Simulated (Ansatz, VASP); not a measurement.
# Zn4SeS3 in two plane-wave programs

Wanted: the spread between two codes on one cell, functional and k mesh. The cell is generated by rule, not measured, and may not be a known phase. Of the first pair: The two relaxations start from unlike cells of this crystal (the structure described is Ansatz's start), so only their ends are compared.

Calculated with Ansatz 0.2.0; plane waves, with VASP 6.6.1 beside it; relaxation of cell and atoms at LDA.

## (1) The starting structure

Symmetry: P3m1, No. 156, trigonal system. Conventional cell: a = 3.865 Å, b = 3.865 Å, c = 12.665 Å, α = 90.00°, β = 90.00°, γ = 120.00°. S has 4 Zn at 2.37 Å nearest. Nearest to S lie 4 Zn at 2.37 Å. Nearest to Se lie 4 Zn at 2.37 Å. Nearest to Zn lie 3 Se at 2.37 Å and 1 S at 2.37 Å. Zn has 4 S at 2.37 Å nearest. Farther neighbours and most contacts between anions are not listed.

Coordinates:

```xyz
8
Lattice="3.8650 0.0000 0.0000 -1.9325 3.3472 0.0000 0.0000 0.0000 12.6650" Properties=species:S:1:pos:R:3 pbc="T T T"
S     0.0000    2.2315    2.3747
S     1.9325    1.1157    5.5409
S     0.0000    2.2315    8.7072
Se    1.9325    1.1157   11.8734
Zn    0.0000    2.2315    0.0000
Zn    1.9325    1.1157    3.1662
Zn    0.0000    2.2315    6.3325
Zn    1.9325    1.1157    9.4987
```

## (2) VASP: relaxation of cell and atoms, LDA, pair 1

The relaxed volume is the usual yardstick between codes: in a stiff, nearly cubic crystal its relative difference is about their pressure difference at one cell divided by the bulk modulus.

Lines of VASP's logs that name or quote its potential files are left out, and so is its time.

Contents of INCAR:

```
SYSTEM = Zn4SeS3
PREC = Accurate
ENCUT = 500
EDIFF = 1E-07
NELM = 120
ISMEAR = 0
SIGMA = 0.1
LREAL = .FALSE.
ALGO = Normal
GGA = CA
NBANDS = 44
LORBIT = 11
LWAVE = .FALSE.
LCHARG = .FALSE.
ISIF = 3
IBRION = 2
NSW = 80
EDIFFG = -0.005
LASPH = .TRUE.
GGA_COMPAT = .FALSE.
NELMIN = 4
EFERMI = MIDGAP
KPAR = 2
```

Contents of POSCAR:

```
Zn4SeS3
1.0
    3.7903660392      0.0000000113      0.0000000000
   -1.8951835001      3.2825532253      0.0000000000
    0.0000000000      0.0000000000     12.4622519043
S Se Zn
3 1 4
Direct
    0.3333333698      0.6666665671      0.1928560565
    0.6666668889      0.3333334329      0.4376300371
    0.3333333698      0.6666665671      0.6824815580
    0.6666668889      0.3333334329      0.9355911770
    0.3333333698      0.6666665671      0.0090989528
    0.6666668889      0.3333334329      0.2528156121
    0.3333333698      0.6666665671      0.4976745845
    0.6666668889      0.3333334329      0.7418519430
```

Contents of KPOINTS:

```
Automatic mesh
0
Gamma
6 6 2
0 0 0
```

PAW data sets: S, Se and Zn (LDA family, release 64).

The run is started by

```bash
$ mpirun -np 2 vasp_std
```

Numbers of over 12 decimals in the logs are rounded to 6 here.

The program printed:

```text
[banner, memory and clock lines left out]
running    2 mpi-ranks, on    1 nodes
 distrk:  each k-point on    1 cores,    2 groups
 distr:  one band on    1 cores,    1 groups

 POSCAR found type information on POSCAR S SeZn
 POSCAR found :  3 types and       8 ions
 LDA part: xc-table for (Slater(with rela. corr.)+CA(PZ))
 , standard interpolation
 POSCAR, INCAR and KPOINTS ok, starting setup
 FFT: planning ... GRIDC
 FFT: planning ... GRID_SOFT
 FFT: planning ... GRID
 WAVECAR not read
 entering main loop
       N       E                     dE             d eps       ncg     rms          rms(c)
DAV:   1     0.573374954992E+03    0.57337E+03   -0.32693E+04  1232   0.193E+03
DAV:   2     0.431430160842E+02   -0.53023E+03   -0.51416E+03  1232   0.442E+02
DAV:   3    -0.298445478866E+02   -0.72988E+02   -0.72058E+02  1328   0.155E+02
DAV:   4    -0.334624495826E+02   -0.36179E+01   -0.36031E+01  1520   0.337E+01
DAV:   5    -0.335151646281E+02   -0.52715E-01   -0.52659E-01  1456   0.421E+00    0.141E+01
DAV:   6    -0.318991218119E+02    0.16160E+01   -0.36405E+00  1740   0.439E+01    0.106E+01
DAV:   7    -0.319771429523E+02   -0.78021E-01   -0.47125E+00  1344   0.891E+00    0.344E+00
DAV:   8    -0.318877743770E+02    0.89369E-01   -0.28599E-01  1564   0.517E+00    0.115E+00
DAV:   9    -0.318805124540E+02    0.72619E-02   -0.10457E-01  1548   0.263E+00    0.422E-01
DAV:  10    -0.318805848669E+02   -0.72413E-04   -0.38266E-03  1456   0.101E+00    0.303E-01
DAV:  11    -0.318806162717E+02   -0.31405E-04   -0.49115E-04  1484   0.221E-01    0.252E-01
DAV:  12    -0.318806276827E+02   -0.11411E-04   -0.15653E-04  1572   0.894E-02    0.421E-02
DAV:  13    -0.318806182191E+02    0.94636E-05   -0.79779E-05  1668   0.121E-01    0.372E-02
DAV:  14    -0.318806191479E+02   -0.92876E-06   -0.88911E-06  1376   0.211E-02    0.367E-02
DAV:  15    -0.318806192959E+02   -0.14804E-06   -0.20244E-07  1024   0.163E-02    0.369E-02
DAV:  16    -0.318806192119E+02    0.84020E-07   -0.61115E-06  1592   0.640E-02    0.276E-02
DAV:  17    -0.318806346523E+02   -0.15440E-04   -0.46886E-05  1588   0.146E-01    0.496E-02
DAV:  18    -0.318806273669E+02    0.72854E-05   -0.12200E-05  1608   0.602E-02    0.418E-02
DAV:  19    -0.318806272242E+02    0.14266E-06   -0.14848E-06  1424   0.707E-03    0.403E-02
DAV:  20    -0.318806255029E+02    0.17214E-05   -0.26484E-07  1008   0.205E-02    0.377E-02
DAV:  21    -0.318806218233E+02    0.36795E-05   -0.31100E-06  1564   0.463E-02    0.280E-02
DAV:  22    -0.318806207512E+02    0.10721E-05   -0.13830E-06  1852   0.157E-02    0.220E-02
DAV:  23    -0.318806206911E+02    0.60112E-07   -0.34031E-07  1048   0.490E-03
   1 F= -.31880621E+02 E0= -.31880621E+02  d E =-.318806E+02
[...]
2 F= -.31880556E+02 E0= -.31880556E+02  d E =0.649068E-04
[...]
3 F= -.31880606E+02 E0= -.31880606E+02  d E =0.149022E-04
 curvature:  -0.21 expect dE=-0.113E-04 dE for cont linesearch -0.107E-04
 ZBRENT: interpolating
 opt :   0.2358  next Energy=   -31.880612 (dE= 0.893E-05)
 bond charge predicted
       N       E                     dE             d eps       ncg     rms          rms(c)
DAV:   1    -0.318806518506E+02   -0.46057E-04   -0.53673E-04  1560   0.314E-01    0.450E-02
DAV:   2    -0.318806189622E+02    0.32888E-04   -0.13506E-04  1464   0.207E-01    0.172E-02
DAV:   3    -0.318806152424E+02    0.37198E-05   -0.59254E-06  1296   0.136E-02    0.883E-03
DAV:   4    -0.318806140069E+02    0.12356E-05   -0.66037E-07  1284   0.813E-03    0.421E-03
DAV:   5    -0.318806138007E+02    0.20621E-06   -0.12015E-07   708   0.108E-02    0.718E-04
DAV:   6    -0.318806138104E+02   -0.97825E-08   -0.18635E-07   720   0.630E-03
   4 F= -.31880614E+02 E0= -.31880614E+02  d E =0.688066E-05
 curvature:  -0.12 expect dE=-0.203E-05 dE for cont linesearch -0.180E-05
 trial: gam= 0.00000 g(F)=  0.767E-06 g(S)=  0.165E-04 ort =-0.350E-04 (trialstep = 0.847E+00)
 search vector abs. value=  0.172E-04
 reached required accuracy - stopping structural energy minimisation
```

Parts of OUTCAR (step 2):

```text
ion  position               nearest neighbor table
   1  0.333  0.667  0.193-   5 2.29   6 2.31   6 2.31   6 2.31
   2  0.667  0.333  0.438-   6 2.30   7 2.31   7 2.31   7 2.31
   3  0.333  0.667  0.682-   7 2.30   8 2.31   8 2.31   8 2.31
   4  0.667  0.333  0.936-   5 2.37   5 2.37   5 2.37   8 2.41
   5  0.333  0.667  0.009-   1 2.29   4 2.37   4 2.37   4 2.37
   6  0.667  0.333  0.253-   2 2.30   1 2.31   1 2.31   1 2.31
   7  0.333  0.667  0.498-   3 2.30   2 2.31   2 2.31   2 2.31
   8  0.667  0.333  0.742-   3 2.31   3 2.31   3 2.31   4 2.41

  LATTYP: Found a hexagonal cell.
 ALAT       =     3.7903660392
 C/A-ratio  =     3.2878755707

 Subroutine GETGRP returns: Found  6 space group operations
 (whereof  6 operations were pure point group operations)

The static configuration has the point symmetry C_3v.

 Found     14 irreducible k-points:

   k-points           NKPTS =     14   k-points in BZ     NKDIM =     14   number of bands    NBANDS=     44

   dimension x,y,z NGX =    28 NGY =   28 NGZ =   96
   dimension x,y,z NGXF=    56 NGYF=   56 NGZF=  192

   ENCUT  =  500.0 eV  36.75 Ry    6.06 a.u.   6.91  6.91 22.72*2*pi/ulx,y,z

   NELECT =      72.0000    total number of electrons

 k-points in reciprocal lattice and weights: Automatic mesh
   0.00000000  0.00000000  0.00000000       0.014
   0.16666667 -0.00000000  0.00000000       0.083
   0.33333333 -0.00000000  0.00000000       0.083
   0.50000000  0.00000000  0.00000000       0.042
   0.16666667  0.16666667  0.00000000       0.083
   0.33333333  0.16666667  0.00000000       0.167
   0.33333333  0.33333333  0.00000000       0.028
   0.00000000  0.00000000  0.50000000       0.014
   0.16666667 -0.00000000  0.50000000       0.083
[...]
0.33333333  0.16666667  0.50000000       0.167
   0.33333333  0.33333333  0.50000000       0.028

 average (electrostatic) potential at core
       1 -89.0804       2 -89.0488       3 -89.0433       4 -61.0423       5 -37.1894
       6 -37.3509       7 -37.3330       8 -37.3258

 E-fermi :   3.4745

 k-point     1 :       0.0000    0.0000    0.0000
  band No.  band energies     occupation
    ...
     32       1.9055      2.00000
     33       1.9055      2.00000
     34       2.2220      2.00000
     35       2.6575      2.00000
     36       2.6575      2.00000
     37       4.2915      0.00000
     38       5.0994      0.00000
     39       5.5192      0.00000
     40       5.9518      0.00000
     41       8.2948      0.00000
    ...

 k-point     2 :       0.1667   -0.0000    0.0000
  band No.  band energies     occupation
    ...
     32       1.1721      2.00000
     33       1.2720      2.00000
     34       1.5821      2.00000
     35       1.9601      2.00000
     36       2.3348      2.00000
     37       5.4877      0.00000
     38       6.0810      0.00000
     39       6.4204      0.00000
     40       6.8100      0.00000
     41       7.7256      0.00000
    ...

 k-point     3 :       0.3333   -0.0000    0.0000
  band No.  band energies     occupation
    ...
     32       0.4900      2.00000
     33       0.6702      2.00000
     34       0.9953      2.00000
     35       1.1551      2.00000
     36       1.7782      2.00000
     37       5.7880      0.00000
     38       5.8792      0.00000
     39       6.0005      0.00000
     40       6.3580      0.00000
     41       7.5531      0.00000
    ...

  Total       -0.0280280     -0.0280280     -0.0340579      0.0000000      0.0000000      0.0000000
  in kB       -0.2895284     -0.2895284     -0.3518165      0.0000000      0.0000000      0.0000000
  external PRESSURE =      -0.3102911 kB  Pullay stress =       0.0000000 kB

  energy-cutoff  :      500.00
  volume of cell :      155.10
      direct lattice vectors                 reciprocal lattice vectors
     3.790733193  0.000000011 -0.000000000     0.263801209  0.152305740  0.000000000
    -1.895367077  3.282871190 -0.000000000    -0.000000001  0.304611403  0.000000000
     0.000000000 -0.000000000 12.463358459     0.000000000  0.000000000  0.080235195

 POSITION                                       TOTAL-FORCE (eV/Angst)
 -----------------------------------------------------------------------------------
      0.00000      2.18858      2.40366        -0.000000     -0.000000      0.001973
      1.89537      1.09429      5.45432         0.000000      0.000000     -0.001346
      0.00000      2.18858      8.50600         0.000000     -0.000000     -0.000632
      1.89537      1.09429     11.66061         0.000000      0.000000      0.000887
      0.00000      2.18858      0.11343         0.000000     -0.000000      0.002074
      1.89537      1.09429      3.15092        -0.000000     -0.000000     -0.000504
      0.00000      2.18858      6.20267        -0.000000     -0.000000     -0.002078
      1.89537      1.09429      9.24596         0.000000     -0.000000     -0.000374
 -----------------------------------------------------------------------------------
    total drift:                               -0.001214      0.000052     -0.001027

  FREE ENERGIE OF THE ION-ELECTRON SYSTEM (eV)
  ---------------------------------------------------
  free  energy   TOTEN  =       -31.8806138104 eV

  energy  without entropy=      -31.8806138104  energy(sigma->0) =      -31.88061381

 reached required accuracy - stopping structural energy minimisation

 total charge
# of ion       s       p       d       tot
------------------------------------------
    1        1.312   2.433   0.000   3.745
    2        1.312   2.434   0.000   3.747
    3        1.313   2.433   0.000   3.746
    4        1.438   2.475   0.039   3.951
    5        0.565   0.544   9.798  10.908
    6        0.542   0.520   9.803  10.865
    7        0.542   0.520   9.803  10.865
    8        0.544   0.511   9.799  10.854
--------------------------------------------------
tot          7.569  11.870  39.242  58.680

[... 3 further parts left out ...]
```

CONTCAR:

```
Zn4SeS3
   1.00000000000000
     3.7907331931270596    0.0000000112484452   -0.0000000000000000
    -1.8953670771556692    3.2828711899395762   -0.0000000000000000
     0.0000000000000000   -0.0000000000000000   12.4633584592592914
  S               Se              Zn
     3     1     4
Direct
     0.3333333698000018    0.6666665671000018    0.1928580104420158
     0.6666668888999965    0.3333334328999982    0.4376288117931298
     0.3333333698000018    0.6666665671000018    0.6824807600570418
     0.6666668888999965    0.3333334328999982    0.9355915547313980
     0.3333333698000018    0.6666665671000018    0.0091014287573535
     0.6666668888999965    0.3333334328999982    0.2528150066254174
     0.3333333698000018    0.6666665671000018    0.4976726845670741
     0.6666668888999965    0.3333334328999982    0.7418516640265668
```

The run keeps the 6 symmetry operations of its start, so it cannot find a distortion of lower symmetry.

## (3) Ansatz: relaxation of cell and atoms, LDA, pair 1

Ansatz runs on its default PAW (the set named soft_2) files.

Its own start cell and the same functional (in two slightly different forms), mesh and smearing now go to Ansatz, which takes its cutoff from its data sets.

Contents of input.yaml:

```yaml
crystal:
  lattice:
    - [3.865, 0.0, 0.0]
    - [-1.9325, 3.34719, 0.0]
    - [0.0, 0.0, 12.665]
  atoms:
    - { symbol: S, position: [0.333333, 0.666667, 0.1875] }
    - { symbol: S, position: [0.666667, 0.333333, 0.4375] }
    - { symbol: S, position: [0.333333, 0.666667, 0.6875] }
    - { symbol: Se, position: [0.666667, 0.333333, 0.9375] }
    - { symbol: Zn, position: [0.333333, 0.666667, 0.0] }
    - { symbol: Zn, position: [0.666667, 0.333333, 0.25] }
    - { symbol: Zn, position: [0.333333, 0.666667, 0.5] }
    - { symbol: Zn, position: [0.666667, 0.333333, 0.75] }
kpoints:
  mp_grid: { grid: [6, 6, 2] }
hamiltonian:
  xc: lda
scf:
  occupations: { method: gaussian, width: 0.1 }
output:
  forces: true
  stress: true
  eigenvalues: true
relax:
  adjacent_minimum: "off"
  f_tol: 0.05
  max_steps: 80
  cell: { stress_tol: 0.5 }
```

The run is started by

```bash
$ ansatz run input.yaml --threads 4 --pin off --max-ram 14336MiB --backend cpu --events-out ev --progress --plain --runs-dir out
```

The program printed:

```text
Warning: the atoms were moved onto the symmetric positions of the space group found under crystal.symmetry.tolerance 1.0e-5 (fractional; no operation is sought that the atoms, as they stand in a round, miss by more than twice it, and no atom is moved by as much as it), and the run uses the moved positions. Before a round's move an operation carried an atom to 3.87e-6 Å from where it should land, the largest such dist [...]
The last accepted step is kept in <dir> (removed where the run ends without a failure and the disk answers)
Engine: ansatz 0.2.0, x86_64-unknown-linux-gnu
Pseudopotentials: kind: paw
Pseudopotential: S, paw, valence charge 6, recommended cutoff 420 eV (normal), S.paw.azcp
Pseudopotential: Se, paw, valence charge 16, recommended cutoff 420 eV (normal), Se.paw.azcp
Pseudopotential: Zn, paw, valence charge 12, recommended cutoff 420 eV (normal), Zn.paw.azcp
Functional definition: SPW92
  exchange = slater_x
  correlation = pw_c
Crystal: 8 atoms, lattice volume = 163.846 Å³
Basis set: ecut = 420 eV, 3235 PW (Γ)
Bands: 50, of which v1, the nominal top of the filled ones, is band 41 counted from 1 (40 counted from 0)
Symmetry: 6 space group operations
Space group: P3m1 (ITA 156), of the structure as read, at distance tolerance 5.5e-5 Å
k-points: 14 of 72 (time reversal used)
Non-local potential: S, projectors of the file, l = 0: 2, l = 1: 2, l = 2: 2
Non-local potential: Se, projectors of the file, l = 0: 2, l = 1: 2, l = 2: 3, l = 3: 1
Non-local potential: Zn, projectors of the file, l = 0: 2, l = 1: 2, l = 2: 3, l = 3: 1
PAW form: soft (Blöchl's): semilocal exchange-correlation on the pseudo side does not see the compensation charge
PAW frozen core: S, regenerated for the run's functional, and the local potential with it (the file was generated under x = pbe(κ = 0.804, μ = 0.219515), c = pbe(β = 0.066725))
[...]
SCF iter   6: F=—  HF=-20983.027669 eV  |F-HF|=—  |Δ(HF+E_count)|=   8.03e-6  Δρ=3.33e-5  dr2=3.07e-6  ethr=5.13e-8  ⟨swp⟩=2.0  Hψ=1274  notcnv=0
SCF iter   7: F=-20983.027668 eV  HF=-20983.027669 eV  |F-HF|=3.44e-7  |Δ(HF+E_count)|=   9.17e-7  Δρ=1.62e-5  dr2=4.91e-7  ethr=9.76e-10  ⟨swp⟩=9.6  Hψ=3275  notcnv=0
SCF 2 converged in 7 iterations: F = -20983.027668 eV  dr2 = 4.91e-7
relax step   2: F+E_penalty+E_count = -20983.02766823 eV  Δ(F+E_penalty+E_count) = -1.756e-1 eV  max|allowed force component| = 3.242e-1 eV/Å  Δτ_max = 0.0720 Å  P = -1.666 GPa  Ω = 157.965 Å³  energy of the carried Pulay correction = +1.663e-3 eV  (7 SCF iters, dr2 threshold 8.00e-7 eV, accepted)
[...]
relax step   3: F+E_penalty+E_count = -20983.05775985 eV  Δ(F+E_penalty+E_count) = -3.009e-2 eV  max|allowed force component| = 3.329e-2 eV/Å  Δτ_max = 0.0469 Å  P = +0.288 GPa  Ω = 153.959 Å³  energy of the carried Pulay correction = +2.831e-3 eV  (7 SCF iters, dr2 threshold 8.00e-7 eV, accepted)
[...]
relax step   4: F+E_penalty+E_count = -20983.05487428 eV  Δ(F+E_penalty+E_count) = +2.886e-3 eV  max|allowed force component| = 3.355e-2 eV/Å  Δτ_max = 0.0000 Å  P = +0.287 GPa  Ω = 153.959 Å³  stress off target by 2.90e-1 GPa  SCF on the basis re-selected at this cell (its energy is not comparable with the rows above)  (5 SCF iters)
basis re-selected at this cell: Δ(F+E_penalty+E_count) = +2.886e-3 eV, ΔP = -0.001 GPa vs the last step (what re-selecting the basis moved, of the pressure what is left beyond the Pulay correction that the steps carried, after the strain that the cell walked since its last selection, with what the two solves' SCF thresholds leave and, on support functions, any second-order correction that the steps lacked; it is no m [...]
SCF converged after 5 iterations
Free energy (F): -20983.054874 eV
Harris-Foulkes:  -20983.054874 eV  (|F-HF|=4.11e-9)
Internal energy: -20983.054874 eV  (E = F + TS)
E sigma→0 (E₀):  -20983.054874 eV
Fermi energy:    7.762796 eV
--- Per-component energies (eV) ---
  E_band       = -348.202513
  E_kinetic    = 973.342483
  E_local      = -11096.283255  (includes V_loc(G=0)·N_el)
  E_nonlocal   = 1965.172887
  E_hartree    = 4891.003447
  E_xc         = -937.773352
  E_vxc        = -580.088491  (∫ρ·V_xc dr)
  E_paw        = -10557.011945  (= ΣΔE_a)
  E_vpaw       = -1392.351511  (= ΣTr[D̂ρ^β])
  E_aug_tail   = -0.002118  (compensation charges beyond the density's cutoff)
  E_ewald      = -6230.408541
  E_core_change = 8.905520  (= ΣΔE_core)
  E_smearing   = -0.000000  (= −TS)
  E_closure    = -0.000000  (closes the sum)
  Σ components = -20983.054874   (vs F -20983.054874, Δ=0.00e0)
--- Forces (eV/Å), atoms counted from 1 ---
  atom   1  S      0.00000000     0.00000000     0.00904678
  atom   2  S     -0.00000000     0.00000000    -0.01472297
  atom   3  S      0.00000000     0.00000000    -0.00150735
  atom   4  Se    -0.00000000     0.00000000     0.00197662
  atom   5  Zn     0.00000000     0.00000000    -0.03355639
  atom   6  Zn     0.00000000     0.00000000     0.01766243
  atom   7  Zn     0.00000000     0.00000000     0.01383831
  atom   8  Zn     0.00000000     0.00000000     0.00721188
  max |Σ_I F_I| component: 5.07e-5 eV/Å
--- Stress (GPa, compression-positive) ---
        0.289535       0.000000      -0.000000
        0.000000       0.289535      -0.000000
       -0.000000      -0.000000       0.282609
  P = ⅓ Tr σ = 0.2872 GPa (2.872 kbar)
--- Band table (eV; the first three rows and the last of 14) ---
  k-point 0: bands = [... 37 lower, 6.1880, 6.5069, 6.9442, 6.9442, 8.5769, 9.3718, 9.7970, 10.2358, ... 5 higher]
  k-point 1: bands = [... 37 lower, 6.2724, 6.2724, 6.9241, 6.9241, 9.4061, 9.4424, 9.5291, 10.0014, ... 5 higher]
  k-point 2: bands = [... 37 lower, 5.5474, 5.8603, 6.2422, 6.6195, 9.7771, 10.3544, 10.6994, 11.0948, ... 5 higher]
  k-point 13: bands = [... 37 lower, 4.4747, 4.5161, 4.5521, 4.8335, 11.0086, 11.1429, 11.5127, 11.5938, ... 5 higher]
--- Relaxed structure (3 steps of the walk, 3 accepted, 1 SCFs on fresh bases) ---
  F+E_penalty+E_count = -20983.05487428 eV   max|allowed force component| = 3.355e-2 eV/Å   (the final SCF, on the basis selected at the relaxed cell)
  cell:  # Å, volume = 153.9593 Å³
    - [3.781311, 0.0, -1.1425022199544456e-17]
    - [-1.890655, 3.274711, 5.712511099772228e-18]
    - [-3.7437999208238534e-17, 0, 12.433423]
  atoms:
    - { symbol: S, position: [0.333333, 0.666667, 0.192905] }
    - { symbol: S, position: [0.666667, 0.333333, 0.437596] }
    - { symbol: S, position: [0.333333, 0.666667, 0.682431] }
    - { symbol: Se, position: [0.666667, 0.333333, 0.935665] }
    - { symbol: Zn, position: [0.333333, 0.666667, 0.00938839] }
    - { symbol: Zn, position: [0.666667, 0.333333, 0.252647] }
    - { symbol: Zn, position: [0.333333, 0.666667, 0.497485] }
    - { symbol: Zn, position: [0.666667, 0.333333, 0.741882] }
```

Reading the cycles: dr2 is the Hartree energy of the density residual (eV), the measure of convergence; HF is the Harris–Foulkes estimate of the energy, which meets the free energy F at convergence.

[end of part 1 of 2]

[Lines on the potential files, build, host, timing and source positions are cut from VASP's logs without a mark.]

[Logs are printed without paths, hosts, clocks, repeated set-up lines and the standing remarks that a program may print on its own settings, such as how far it seeks lower states.]

[Hosts, paths, dates, database ids (printed as entryN), source tags and the programs' standing remarks are cut or masked in the printed files.]
